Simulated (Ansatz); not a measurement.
The system is K.

```xyz
1
Lattice="-2.6976 2.6976 2.6976 2.6976 -2.6976 2.6976 2.6976 2.6976 -2.6976" Properties=species:S:1:pos:R:3 pbc="T T T"
K     0.0000    0.0000    0.0000
```

| Quantity | Value |
| --- | --- |
| Program | Ansatz 0.2.0 |
| Task | single point |
| Functional | PBEsol |
| Potentials or basis | all-electron LAPW, scalar-relativistic |
| Cutoff | 52 eV (chosen from the basis error) |
| Basis error allowed | 0.001 eV/atom |
| k mesh | 7 × 7 × 7 |
| Occupations | fermi-dirac, width 0.05 eV |
| Spin | no spin polarisation |

On this cell: pressure -0.3 GPa; band gap on the k mesh none (metal or under the smearing width).

The same run follows on a disturbed copy (cell strained at random at fixed volume):

```
K
1.0
    -2.62910    2.66761    2.60007
     2.71869   -2.74448    2.76653
     2.66008    2.77546   -2.67695
K
1
Cartesian
  0.0063 0.0330 -0.0519
```

Task: What changes?

Result: The energy (extrapolated to zero smearing) moves by +1.4 meV/atom; pressure -0.3 GPa; band gap on the k mesh none (metal or under the smearing width).

Stress tensor (GPa, compression positive):
```
-0.31 -0.04 -0.09
-0.04 -0.30  0.08
-0.09  0.08 -0.32
```
